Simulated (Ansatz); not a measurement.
# CuO: the cost of one run

Program: Ansatz 0.2.0. Level of theory: DFT PBE, scalar-relativistic, plane waves, PAW. These are calculated values, not measurements.

## 1. The system as given

Symmetry: Cccm, No. 66, orthorhombic system. Conventional cell: a = 4.165 Å, b = 4.175 Å, c = 5.152 Å, α = 90.00°, β = 90.00°, γ = 90.00°. Cu (site symmetry 2/m) has 4 O at 1.96 Å as nearest neighbours. Around O (site symmetry 222) lie 4 Cu at 1.96 Å.

Coordinates:

```cif
data_structure
_symmetry_space_group_name_H-M 'Cccm'
_symmetry_Int_Tables_number 66
_cell_length_a 4.1646
_cell_length_b 4.1749
_cell_length_c 5.1518
_cell_angle_alpha 90.000
_cell_angle_beta 90.000
_cell_angle_gamma 90.000
_cell_volume 89.57
loop_
_atom_site_label
_atom_site_type_symbol
_atom_site_symmetry_multiplicity
_atom_site_Wyckoff_symbol
_atom_site_fract_x
_atom_site_fract_y
_atom_site_fract_z
_atom_site_occupancy
Cu1 Cu 4 f 0.75000 0.25000 0.00000 1
O1 O 4 b 0.00000 0.50000 0.25000 1
```

An earlier run at PBE left this cell at 11.197 Å³/atom and 0.00 GPa (12×12×8 mesh).

## 2. Antiferromagnetic, in the cell as typed

Contents of input.yaml:

```yaml
crystal:
  lattice:
    - [2.0810545932, -2.0822827236, 0.1631489656]
    - [2.0810545932, 2.0822827236, 0.1631489656]
    - [-0.4030007563, 0.0, 5.1360267962]
  atoms:
    - { symbol: Cu, position: [0.0, 0.5, 0.0], spin: 1.0 }
    - { symbol: Cu, position: [0.5, 0.0, 0.5], spin: -1.0 }
    - { symbol: O, position: [0.5000133147, 0.4999866853, 0.25] }
    - { symbol: O, position: [0.4999866853, 0.5000133147, 0.75] }
basis:
  ecutwfc: 420
  ecutrho_ratio: 4
kpoints:
  mp_grid: { grid: [12, 12, 8] }
hamiltonian:
  xc: pbe
  pseudopotentials: { kind: paw, frozen_core: stored }
scf:
  occupations: { method: gaussian, width: 0.05 }
  lower_state_search: "off"
output:
  forces: true
  stress: true
  eigenvalues: true
  populations: true
magnetization:
  spin_polarized: true
```

The run is started by

```console
$ ansatz run input.yaml --threads 2 --pin off --max-ram 5120MiB --backend cpu --events-out ev --progress --plain --runs-dir out
```

Q: Estimate wall time and peak memory on 2 threads of Intel Xeon Platinum 8259CL at 2.50GHz (Skylake/Cascade Lake), shared host.

About 89 s, with a peak of 1.3 GiB.
